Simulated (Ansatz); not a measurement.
## Si2Mo: equation of state with PBEsol

Si2Mo:

```
Mo Si
1.0
    -1.60000    1.60000    3.93050
     1.60000   -1.60000    3.93050
     1.60000    1.60000   -3.93050
Mo Si
1 2
Direct
  0.00000 0.00000 0.00000
  0.66700 0.66700 0.00000
  0.33300 0.33300 0.00000
```

* Program: Ansatz 0.2.0
* Task: equation of state
* Functional: PBEsol
* Potentials or basis: all-electron LAPW, scalar-relativistic
* Basis error allowed: 0.001 eV/atom
* k mesh: 12 × 12 × 12
* Occupations: fermi-dirac, width 0.05 eV
* Spin: no spin polarisation

- Equilibrium volume: 13.25 Å³/atom
- Bulk modulus at fixed shape and positions: 222 GPa
- Pressure derivative of the bulk modulus: 4.4

Energy against volume, from the lowest point:
| volume (Å³/atom) | energy (meV/atom) |
| --- | --- |
| 12.611 | 22.79 |
| 12.879 | 7.01 |
| 13.148 | 0.00 |
| 13.416 | 0.87 |
| 13.684 | 8.79 |
| 13.953 | 23.04 |
| 14.221 | 42.94 |

All runs of the series together: 3 min on 2 threads of AMD EPYC 7R43 64-Core Processor (Zen 3), on a shared host.

Caveat: the cell was scaled at fixed shape and fractional positions, which overstates the stiffness of a crystal with free parameters, most of all of layers and chains.
